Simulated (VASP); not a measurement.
Computed with PBE GGA with D4 dispersion, VASP's PBE PAW potentials (set 64) (plane waves; VASP).

Input for VASP

### INCAR
```
SYSTEM = Li2O
PREC = Accurate
ENCUT = 520
EDIFF = 1E-6
NELM = 100
ALGO = Normal
LREAL = .FALSE.
LASPH = .TRUE.
ISMEAR = 0
SIGMA = 0.05
GGA = PE
IVDW = 13
LWAVE = .FALSE.
LCHARG = .FALSE.
IBRION = 2
ISIF = 3
NSW = 60
EDIFFG = -0.02
```

**POSCAR**
```
Li2O
1.0
  0.0000000000   2.3027398579   2.3027398579
  2.3027398579   0.0000000000   2.3027398579
  2.3027398579   2.3027398579   0.0000000000
Li O
2 1
direct
  0.2500000000   0.2500000000   0.2500000000
  0.7500000000   0.7500000000   0.7500000000
  1.0000000000   0.0000000000   1.0000000000
```

KPOINTS:
```
Automatic mesh
0
Gamma
8 8 8
0 0 0
```

POTCAR, in this order: Li_sv O (PBE.64 set). Program: vasp_std.

Output

**OSZICAR**
```
       N       E                     dE             d eps       ncg     rms          rms(c)
DAV:   1     0.400020228325E+02    0.40002E+02   -0.61236E+03   580   0.131E+03
DAV:   2    -0.114408015821E+02   -0.51443E+02   -0.49173E+02   684   0.228E+02
DAV:   3    -0.159893599039E+02   -0.45486E+01   -0.45283E+01  1000   0.604E+01
DAV:   4    -0.161243485090E+02   -0.13499E+00   -0.13473E+00   784   0.900E+00
DAV:   5    -0.161253115066E+02   -0.96300E-03   -0.96295E-03   822   0.719E-01    0.749E+00
DAV:   6    -0.143775899984E+02    0.17477E+01   -0.96665E+00   582   0.198E+01    0.286E+00
DAV:   7    -0.143462910346E+02    0.31299E-01   -0.22691E-01   668   0.405E+00    0.148E+00
DAV:   8    -0.143461117097E+02    0.17932E-03   -0.58228E-02   686   0.302E+00    0.356E-01
DAV:   9    -0.143450053397E+02    0.11064E-02   -0.70394E-03   728   0.775E-01    0.108E-01
DAV:  10    -0.143454842186E+02   -0.47888E-03   -0.97265E-04   626   0.258E-01    0.504E-02
DAV:  11    -0.143454668779E+02    0.17341E-04   -0.41801E-05   782   0.829E-02    0.111E-02
DAV:  12    -0.143454686814E+02   -0.18035E-05   -0.53417E-06   706   0.232E-02    0.239E-03
DAV:  13    -0.143454688357E+02   -0.15426E-06   -0.78928E-07   664   0.901E-03
   1 F= -.14579567E+02 E0= -.14579567E+02  d E =-.145796E+02
       N       E                     dE             d eps       ncg     rms          rms(c)
DAV:   1    -0.143460415176E+02   -0.57284E-03   -0.28970E-02   586   0.165E+00    0.309E-01
DAV:   2    -0.143445895051E+02    0.14520E-02   -0.99008E-03   596   0.779E-01    0.934E-02
DAV:   3    -0.143445135659E+02    0.75939E-04   -0.26428E-04   648   0.151E-01    0.552E-02
DAV:   4    -0.143444871002E+02    0.26466E-04   -0.51729E-05  1016   0.596E-02    0.683E-03
DAV:   5    -0.143444866154E+02    0.48477E-06   -0.33140E-06   604   0.190E-02
   2 F= -.14579895E+02 E0= -.14579895E+02  d E =-.328102E-03
```

### OUTCAR
```
------------------------ aborting loop because EDIFF is reached ----------------------------------------
  Edisp (eV):   -0.23541
  FORCE on cell =-STRESS in cart. coord.  units (eV):
  Direction    XX          YY          ZZ          XY          YZ          ZX
  --------------------------------------------------------------------------------------
  Total      -0.03913    -0.03913    -0.03913     0.00000     0.00000    -0.00000
  in kB      -2.57993    -2.57993    -2.57993     0.00000     0.00000    -0.00000
  external pressure =       -2.58 kB  Pullay stress =        0.00 kB
  volume of cell :       24.30
      direct lattice vectors                 reciprocal lattice vectors
    -0.000000000  2.299024699  2.299024699    -0.217483527  0.217483527  0.217483527
     2.299024699  0.000000000  2.299024699     0.217483527 -0.217483527  0.217483527
     2.299024699  2.299024699  0.000000000     0.217483527  0.217483527 -0.217483527
 POSITION                                       TOTAL-FORCE (eV/Angst)
 -----------------------------------------------------------------------------------
      1.14951      1.14951      1.14951         0.000000     -0.000000     -0.000000
      3.44854      3.44854      3.44854         0.000000      0.000000      0.000000
      2.29902      4.59805      2.29902        -0.000000     -0.000000     -0.000000
 -----------------------------------------------------------------------------------
    total drift:                               -0.000000     -0.000000      0.000000
  FREE ENERGIE OF THE ION-ELECTRON SYSTEM (eV)
  ---------------------------------------------------
  free  energy   TOTEN  =       -14.5798949903 eV

  energy  without entropy=      -14.5798949903  energy(sigma->0) =      -14.57989499

 reached required accuracy - stopping structural energy minimisation
```
(Selected blocks of OUTCAR.)

File CONTCAR:
```
Li2O
   1.00000000000000
    -0.0000000000000000    2.2990246989135841    2.2990246989135841
     2.2990246989135841    0.0000000000000000    2.2990246989135841
     2.2990246989135841    2.2990246989135841    0.0000000000000000
  Li              O
     2     1
Direct
     0.2500000000000000    0.2500000000000000    0.2500000000000000
     0.7500000000000000    0.7500000000000000    0.7500000000000000
     1.0000000000000000    0.0000000000000000    1.0000000000000000
```

The compound is Li2O in the antifluorite structure. This run relaxes it. Symmetry was kept, so distortions that lower it aren't found. The start is the result of an earlier pass.
